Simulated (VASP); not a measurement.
Sn:

```xyz
2
Lattice="0.0000 3.2333 3.2333 3.2333 0.0000 3.2333 3.2333 3.2333 0.0000" Properties=species:S:1:pos:R:3 pbc="T T T"
Sn    4.8500    4.8500    4.8500
Sn    3.2333    3.2333    3.2333
```

This isn't the form of Sn at room conditions, which is tetragonal (white tin).

```yaml
Program: VASP 6.6.1
Task: relaxation of cell and atoms
Functional: rSCAN
Potentials_or_basis: VASP PAW PBE potentials, release 64 (Sn_d)
Cutoff: 600 eV
k_mesh: 7 × 7 × 7
Occupations: methfessel-paxton, width 0.1 eV
Spin: no spin polarisation
```

At the start: pressure 2.4 GPa; volume 33.80 Å³/atom.

Task: How do energy, volume and symmetry change on relaxing?

Result: Over 3 steps the energy falls by 12.3 meV/atom and the volume is 35.53 Å³/atom (+5.1 %); space group Fd-3m (No. 227, to 0.05 Å).

The path:
| step | energy change (eV) | largest force (eV/Å) | pressure (GPa) | volume (Å³) |
| --- | --- | --- | --- | --- |
| 1 | 0.0000 | 0.0000 | 2.41 | 67.61 |
| 2 | -0.0198 | 0.0000 | -0.87 | 72.70 |
| 3 | -0.0246 | 0.0000 | 0.03 | 71.05 |

Final structure:
```
CELL_PARAMETERS angstrom
0.00000 3.28737 3.28737
3.28737 0.00000 3.28737
3.28737 3.28737 0.00000
ATOMIC_POSITIONS crystal
Sn 0.75000 0.75000 0.75000
Sn 0.50000 0.50000 0.50000
```

Caveat: the PAW data sets were made with another functional, which shifts forces and pressure a little.
